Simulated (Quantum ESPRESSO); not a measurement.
# SiNi (Pmmn) in Quantum ESPRESSO: notebook

The runs below take SiNi through single point, equation of state, with LDA.

All numbers are computed with Quantum ESPRESSO 7.5; they aren't measurements. Logs are shortened: lines on timing, memory, paths and dates and some standing lists are left out, and cuts for length are marked.

**1. The structure**

It takes space group Pmmn (No. 59, orthorhombic). Conventional cell: a = 2.943 Å, b = 3.280 Å, c = 4.677 Å, α = 90.00°, β = 90.00°, γ = 90.00°. Ni (site symmetry mm2) has 6 Si at 2.34 to 2.37 Å and 4 Ni at 2.65 Å as nearest neighbours. Around Si (site symmetry mm2) lie 6 Ni at 2.34 to 2.37 Å and 4 Si at 2.65 Å.

The cell is a database's computed one.

**2. Single point, LDA, collinear spin, ferromagnetic start, 10.61 Å³/atom**

pw.in reads:

```
&CONTROL
  calculation = 'scf'
  prefix = 'pwscf'
  outdir = './tmp'
  pseudo_dir = './pseudo'
  tstress = .true.
  disk_io = 'nowf'
/
&SYSTEM
  ibrav = 0
  nat = 4
  ntyp = 2
  ecutwfc = 45
  ecutrho = 360
  nbnd = 34
  occupations = 'smearing'
  smearing = 'fd'
  degauss = 0.00367493
  nspin = 2
  starting_magnetization(1) = 0.0556
  starting_magnetization(2) = 0
/
&ELECTRONS
  conv_thr = 8d-10
  electron_maxstep = 120
  mixing_beta = 0.3
/
ATOMIC_SPECIES
Ni    58.6934 ni_lda_v1.4.uspp.F.UPF
Si    28.0850 si_lda_v1.uspp.F.UPF
CELL_PARAMETERS angstrom
   2.8826972597    0.0000000000    0.0000000000
   0.0000000000    3.2133613310    0.0000000000
   0.0000000000    0.0000000000    4.5819618704
ATOMIC_POSITIONS crystal
Ni     0.5000000000    0.5000000000    0.3424955900
Ni     0.0000000000    0.0000000000    0.6575044100
Si     0.5000000000    0.5000000000    0.8431431600
Si     0.0000000000    0.0000000000    0.1568568400
K_POINTS automatic
8 7 5 0 0 0
```

Potentials or basis: GBRV 1.5 LDA.

Command:

```bash
$ OMP_NUM_THREADS=1 mpirun -n 2 pw.x -nk 2 -in pw.in > pw.out
```

pw.out:

```text
This program is part of the open-source Quantum ESPRESSO suite
     for quantum simulation of materials; please cite
         "P. Giannozzi et al., J. Phys.:Condens. Matter 21 395502 (2009);
         "P. Giannozzi et al., J. Phys.:Condens. Matter 29 465901 (2017);
         "P. Giannozzi et al., J. Chem. Phys. 152 154105 (2020);
     in publications or presentations arising from this work. More details at

     Message from routine setup:
     using ibrav=0 with symmetry is DISCOURAGED, use correct ibrav instead

     K-points division:     npool     =       2
     Subspace diagonalization in iterative solution of the eigenvalue problem:
     a serial algorithm will be used

     G-vector sticks info
     --------------------
     sticks:   dense  smooth     PW     G-vecs:    dense   smooth      PW
     Sum         957     475    147                32997    11695    2035

     Using Slab Decomposition

     bravais-lattice index     =            0
     lattice parameter (alat)  =       5.4475  a.u.
     unit-cell volume          =     286.4222 (a.u.)^3
     number of atoms/cell      =            4
     number of atomic types    =            2
     number of electrons       =        44.00
     number of Kohn-Sham states=           34
     kinetic-energy cutoff     =      45.0000  Ry
     charge density cutoff     =     360.0000  Ry
     scf convergence threshold =      8.0E-10
     mixing beta               =       0.3000
     number of iterations used =            8  plain     mixing
     Exchange-correlation= SLA  PZ   NOGX NOGC
                           (   1   1   0   0   0   0   0)

     celldm(1)=   5.447508  celldm(2)=   0.000000  celldm(3)=   0.000000
     celldm(4)=   0.000000  celldm(5)=   0.000000  celldm(6)=   0.000000

     crystal axes: (cart. coord. in units of alat)
               a(1) = (   1.000000   0.000000   0.000000 )
               a(2) = (   0.000000   1.114706   0.000000 )
               a(3) = (   0.000000   0.000000   1.589470 )

     reciprocal axes: (cart. coord. in units 2 pi/alat)
               b(1) = (  1.000000  0.000000  0.000000 )
               b(2) = (  0.000000  0.897097  0.000000 )
               b(3) = (  0.000000  0.000000  0.629140 )

     PseudoPot. # 1 for Ni read from file:
     ni_lda_v1.4.uspp.F.UPF
     Pseudo is Ultrasoft + core correction, Zval = 18.0
     Generated by new atomic code, or converted to UPF format
     Using radial grid of  865 points,  6 beta functions with:
                l(1) =   0
                l(2) =   0
                l(3) =   1
                l(4) =   1
                l(5) =   2
                l(6) =   2
     Q(r) pseudized with 10 coefficients,  rinner =    0.980   0.980   0.980
                                                       0.980   0.980

     PseudoPot. # 2 for Si read from file:
     si_lda_v1.uspp.F.UPF
     Pseudo is Ultrasoft + core correction, Zval =  4.0
     Generated by new atomic code, or converted to UPF format
     Using radial grid of  899 points,  6 beta functions with:
                l(1) =   0
                l(2) =   0
                l(3) =   1
                l(4) =   1
                l(5) =   2
                l(6) =   2
     Q(r) pseudized with  8 coefficients,  rinner =    0.900   0.900   0.900
                                                       0.900   0.900

     atomic species   valence    mass     pseudopotential
     Ni               18.00    58.69340     Ni( 1.00)
     Si                4.00    28.08500     Si( 1.00)

     Starting magnetic structure
     atomic species   magnetization
     Ni              0.056
     Si              0.000

      8 Sym. Ops., with inversion, found ( 4 have fractional translation)

   Cartesian axes

     site n.     atom                  positions (alat units)
         1        Ni     tau(   1) = (   0.5000000   0.5573532   0.5443866  )
         2        Ni     tau(   2) = (   0.0000000   0.0000000   1.0450838  )
         3        Si     tau(   3) = (   0.5000000   0.5573532   1.3401511  )
         4        Si     tau(   4) = (   0.0000000   0.0000000   0.2493193  )

     number of k points=    60  Fermi-Dirac smearing, width (Ry)=  0.0037
                       cart. coord. in units 2pi/alat
        k(    1) = (   0.0000000   0.0000000   0.0000000), wk =   0.0035714
        k(    2) = (   0.0000000   0.0000000   0.1258281), wk =   0.0071429
        k(    3) = (   0.0000000   0.0000000   0.2516562), wk =   0.0071429
        k(    4) = (   0.0000000   0.1281567   0.0000000), wk =   0.0071429
        k(    5) = (   0.0000000   0.1281567   0.1258281), wk =   0.0142857
        k(    6) = (   0.0000000   0.1281567   0.2516562), wk =   0.0142857
[... 52 lines left out ...]
        k(   59) = (  -0.5000000   0.3844702   0.1258281), wk =   0.0142857
        k(   60) = (  -0.5000000   0.3844702   0.2516562), wk =   0.0142857

     Dense  grid:    32997 G-vectors     FFT dimensions: (  36,  40,  54)

     Smooth grid:    11695 G-vectors     FFT dimensions: (  24,  30,  40)

     Check: negative core charge=   -0.000004
     Generating pointlists ...
     new r_m :   0.3274 (alat units)  1.7835 (a.u.) for type    1
     new r_m :   0.3274 (alat units)  1.7835 (a.u.) for type    2

     Initial potential from superposition of free atoms

     starting charge      39.9988, renormalised to      44.0000
     Starting wfcs are   34 randomized atomic wfcs

     Self-consistent Calculation

     iteration #  1     ecut=    45.00 Ry     beta= 0.30
     Davidson diagonalization with overlap
     ethr =  1.00E-02,  avg # of iterations =  5.8

     total energy              =    -673.32106515 Ry
     estimated scf accuracy    <     105.03052305 Ry

     total magnetization       =     0.22 Bohr mag/cell
     absolute magnetization    =     0.25 Bohr mag/cell

     iteration #  2     ecut=    45.00 Ry     beta= 0.30
     Davidson diagonalization with overlap
     ethr =  1.00E-02,  avg # of iterations =  3.0

     total energy              =    -704.39601639 Ry
     estimated scf accuracy    <      36.60969038 Ry

     total magnetization       =     0.04 Bohr mag/cell
     absolute magnetization    =     0.08 Bohr mag/cell

     iteration #  3     ecut=    45.00 Ry     beta= 0.30
     Davidson diagonalization with overlap
     ethr =  1.00E-02,  avg # of iterations =  2.0

     total energy              =    -705.02453428 Ry
     estimated scf accuracy    <       5.42796717 Ry

     total magnetization       =     0.10 Bohr mag/cell
     absolute magnetization    =     0.16 Bohr mag/cell
[... 105 lines left out ...]
     total energy              =    -705.81792809 Ry
     estimated scf accuracy    <          6.4E-09 Ry

     total magnetization       =    -0.00 Bohr mag/cell
     absolute magnetization    =     0.00 Bohr mag/cell

     iteration # 15     ecut=    45.00 Ry     beta= 0.30
     Davidson diagonalization with overlap
     ethr =  1.45E-11,  avg # of iterations =  2.7

     total energy              =    -705.81792809 Ry
     estimated scf accuracy    <          2.3E-09 Ry

     total magnetization       =     0.00 Bohr mag/cell
     absolute magnetization    =     0.00 Bohr mag/cell

     iteration # 16     ecut=    45.00 Ry     beta= 0.30
     Davidson diagonalization with overlap
     ethr =  5.16E-12,  avg # of iterations =  1.4

     Magnetic moment per site  (integrated on atomic sphere of radius R)
     atom   1 (R=0.327)  charge= 16.4454  magn=  0.0000
     atom   2 (R=0.327)  charge= 16.4454  magn=  0.0000
     atom   3 (R=0.327)  charge=  1.7821  magn= -0.0000
     atom   4 (R=0.327)  charge=  1.7821  magn= -0.0000

     End of self-consistent calculation

     Number of k-points >= 100: set verbosity='high' to print the bands.

     the Fermi energy is    17.1450 ev

!    total energy              =    -705.81792809 Ry
     estimated scf accuracy    <          7.5E-11 Ry
     smearing contrib. (-TS)   =      -0.00056620 Ry
     internal energy E=F+TS    =    -705.81736189 Ry

     The total energy is F=E-TS. E is the sum of the following terms:
     one-electron contribution =    -507.15184348 Ry
     hartree contribution      =     281.04787856 Ry
     xc contribution           =     -79.42262303 Ry
     ewald contribution        =    -400.29077393 Ry

     total magnetization       =    -0.00 Bohr mag/cell
     absolute magnetization    =     0.00 Bohr mag/cell

     convergence has been achieved in  16 iterations

     Computing stress (Cartesian axis) and pressure

          total   stress  (Ry/bohr**3)                   (kbar)     P=       88.44
   0.00050634   0.00000000   0.00000000           74.48        0.00        0.00
   0.00000000   0.00061755   0.00000000            0.00       90.84        0.00
   0.00000000   0.00000000   0.00067976            0.00        0.00      100.00

=------------------------------------------------------------------------------=
   JOB DONE.
=------------------------------------------------------------------------------=
```

Wall time 43 s (2 MPI ranks of Intel Xeon 6975P-C (Granite Rapids), shared host); peak memory 0.34 GiB.

What came out:

```yaml
Free_energy: -9603.1421 eV
Pressure: 8.8 GPa
Band_gap_on_the_k_mesh: none (metal or under the smearing width)
Net_moment: 0.00 μB per cell
Absolute_moment: 0.00 μB per cell
Valence_electrons_inside_the_program's_atomic_spheres: Ni 16.45; Si 1.78
```

**3. Single point, LDA, collinear spin, ferromagnetic start, 10.84 Å³/atom**

pw.in, as its differences from that of step 2:

```diff
@@ -31,5 +31,5 @@
 CELL_PARAMETERS angstrom
-   2.8826972597    0.0000000000    0.0000000000
-   0.0000000000    3.2133613310    0.0000000000
-   0.0000000000    0.0000000000    4.5819618704
+   2.9029986135    0.0000000000    0.0000000000
+   0.0000000000    3.2359913818    0.0000000000
+   0.0000000000    0.0000000000    4.6142302706
 ATOMIC_POSITIONS crystal
```

Potentials or basis: GBRV 1.5 LDA.

Command:

```bash
$ OMP_NUM_THREADS=1 mpirun -n 2 pw.x -nk 2 -in pw.in > pw.out
```

Wall time 44 s (2 MPI ranks of Intel Xeon 6975P-C (Granite Rapids), shared host); peak memory 0.34 GiB.

It converged, with:

```yaml
Free_energy: -9603.1784 eV
Pressure: 3.8 GPa
Band_gap_on_the_k_mesh: none (metal or under the smearing width)
Net_moment: 0.00 μB per cell
Absolute_moment: 0.00 μB per cell
Valence_electrons_inside_the_program's_atomic_spheres: Ni 16.47; Si 1.80
```

**4. Single point, LDA, collinear spin, ferromagnetic start, 11.06 Å³/atom**

pw.in, as its differences from that of step 3:

```diff
@@ -31,5 +31,5 @@
 CELL_PARAMETERS angstrom
-   2.9029986135    0.0000000000    0.0000000000
-   0.0000000000    3.2359913818    0.0000000000
-   0.0000000000    0.0000000000    4.6142302706
+   2.9230199262    0.0000000000    0.0000000000
+   0.0000000000    3.2583092690    0.0000000000
+   0.0000000000    0.0000000000    4.6460535540
 ATOMIC_POSITIONS crystal
```

Command:

```bash
$ OMP_NUM_THREADS=1 mpirun -n 2 pw.x -nk 2 -in pw.in > pw.out
```

Run time: 45 s. Hardware: 2 MPI ranks of Intel Xeon 6975P-C (Granite Rapids), shared host; peak memory 0.34 GiB.

Results (log left out):

| Item | Value |
| --- | --- |
| Free energy | -9603.1875 eV |
| Pressure | -0.8 GPa |
| Band gap on the k mesh | none (metal or under the smearing width) |
| Net moment | 0.00 μB per cell |
| Absolute moment | 0.00 μB per cell |
| Valence electrons inside the program's atomic spheres | Ni 16.49; Si 1.81 |

**5. Single point, LDA, collinear spin, ferromagnetic start, 11.29 Å³/atom**

pw.in, as its differences from that of step 4:

```diff
@@ -31,5 +31,5 @@
 CELL_PARAMETERS angstrom
-   2.9230199262    0.0000000000    0.0000000000
-   0.0000000000    3.2583092690    0.0000000000
-   0.0000000000    0.0000000000    4.6460535540
+   2.9427706600    0.0000000000    0.0000000000
+   0.0000000000    3.2803255400    0.0000000000
+   0.0000000000    0.0000000000    4.6774467600
 ATOMIC_POSITIONS crystal
```

Command:

```bash
$ OMP_NUM_THREADS=1 mpirun -n 2 pw.x -nk 2 -in pw.in > pw.out
```

Run time: 45 s. Hardware: 2 MPI ranks of Intel Xeon 6975P-C (Granite Rapids), shared host; peak memory 0.34 GiB.

It converged, with:

| Item | Value |
| --- | --- |
| Free energy | -9603.1724 eV |
| Pressure | -4.9 GPa |
| Band gap on the k mesh | none (metal or under the smearing width) |
| Net moment | 0.00 μB per cell |
| Absolute moment | 0.00 μB per cell |
| Valence electrons inside the program's atomic spheres | Ni 16.50; Si 1.83 |

**6. Single point, LDA, collinear spin, ferromagnetic start, 11.51 Å³/atom**

pw.in, as its differences from that of step 5:

```diff
@@ -31,5 +31,5 @@
 CELL_PARAMETERS angstrom
-   2.9427706600    0.0000000000    0.0000000000
-   0.0000000000    3.2803255400    0.0000000000
-   0.0000000000    0.0000000000    4.6774467600
+   2.9622597754    0.0000000000    0.0000000000
+   0.0000000000    3.3020501833    0.0000000000
+   0.0000000000    0.0000000000    4.7084241314
 ATOMIC_POSITIONS crystal
```

Potentials or basis: GBRV 1.5 LDA.

Command:

```bash
$ OMP_NUM_THREADS=1 mpirun -n 2 pw.x -nk 2 -in pw.in > pw.out
```

Run time: 46 s. Hardware: 2 MPI ranks of Intel Xeon 6975P-C (Granite Rapids), shared host; peak memory 0.34 GiB.

It converged, with:

```
Free energy                                           : -9603.1356 eV
Pressure                                              : -8.5 GPa
Band gap on the k mesh                                : none (metal or under the smearing width)
Net moment                                            : 0.00 μB per cell
Absolute moment                                       : 0.00 μB per cell
Valence electrons inside the program's atomic spheres : Ni 16.52; Si 1.84
```

**7. Single point, LDA, collinear spin, ferromagnetic start, 11.74 Å³/atom**

pw.in, as its differences from that of step 6:

```diff
@@ -31,5 +31,5 @@
 CELL_PARAMETERS angstrom
-   2.9622597754    0.0000000000    0.0000000000
-   0.0000000000    3.3020501833    0.0000000000
-   0.0000000000    0.0000000000    4.7084241314
+   2.9814957675    0.0000000000    0.0000000000
+   0.0000000000    3.3234926684    0.0000000000
+   0.0000000000    0.0000000000    4.7389991708
 ATOMIC_POSITIONS crystal
```

Command:

```bash
$ OMP_NUM_THREADS=1 mpirun -n 2 pw.x -nk 2 -in pw.in > pw.out
```

Wall time 47 s (2 MPI ranks of Intel Xeon 6975P-C (Granite Rapids), shared host); peak memory 0.36 GiB.

It converged, with:

* Free energy: -9603.0796 eV
* Pressure: -11.7 GPa
* Band gap on the k mesh: none (metal or under the smearing width)
* Net moment: 0.00 μB per cell
* Absolute moment: 0.00 μB per cell
* Valence electrons inside the program's atomic spheres: Ni 16.54; Si 1.85

**8. Single point, LDA, collinear spin, ferromagnetic start, 11.97 Å³/atom**

pw.in, as its differences from that of step 7:

```diff
@@ -31,5 +31,5 @@
 CELL_PARAMETERS angstrom
-   2.9814957675    0.0000000000    0.0000000000
-   0.0000000000    3.3234926684    0.0000000000
-   0.0000000000    0.0000000000    4.7389991708
+   3.0004866984    0.0000000000    0.0000000000
+   0.0000000000    3.3446619823    0.0000000000
+   0.0000000000    0.0000000000    4.7691846927
 ATOMIC_POSITIONS crystal
```

Command:

```bash
$ OMP_NUM_THREADS=1 mpirun -n 2 pw.x -nk 2 -in pw.in > pw.out
```

Run time: 48 s. Hardware: 2 MPI ranks of Intel Xeon 6975P-C (Granite Rapids), shared host; peak memory 0.36 GiB.

Results (log left out):

```
Free energy                                           : -9603.0062 eV
Pressure                                              : -14.6 GPa
Band gap on the k mesh                                : none (metal or under the smearing width)
Net moment                                            : 0.00 μB per cell
Absolute moment                                       : 0.00 μB per cell
Valence electrons inside the program's atomic spheres : Ni 16.56; Si 1.87
```

**9. Equation of state, LDA, collinear spin, ferromagnetic start**

Potentials or basis: GBRV 1.5 LDA.

No new run: the results of the series are fitted here.

Results:

| Property | Result |
| --- | --- |
| Equilibrium volume | 11.03 Å³/atom |
| Bulk modulus at fixed shape and positions | 213 GPa |
| Pressure derivative of the bulk modulus | 4.5 |

Energy against volume, from the lowest point:
```
volume (Å³/atom)  energy (meV/atom)
          10.611              11.35
          10.837               2.27
          11.062               0.00
          11.288               3.77
          11.514              12.97
          11.740              26.98
          11.965              45.32
```

Caveat: the cell was scaled at fixed shape and fractional positions, which overstates the stiffness of a crystal with free parameters, most of all of layers and chains.

**10. For comparison**

An earlier run on the cell as given: functional PBE; potentials or basis SSSP 1.3 efficiency PBE; cutoff 748 eV; density cutoff 5987 eV; k mesh 9 × 8 × 6; occupations fermi-dirac, width 0.05 eV; collinear spin, ferromagnetic start; starting moments [1.0, 1.0, 0.0, 0.0] μB.

- Pressure: 6.9 GPa
- Largest force: 0.073 eV/Å
- Band gap on the k mesh: none (metal or under the smearing width)
- Net moment: 0.00 μB per cell
- Absolute moment: 0.00 μB per cell
- Valence electrons inside the program's atomic spheres: Ni 16.49; Si 1.82
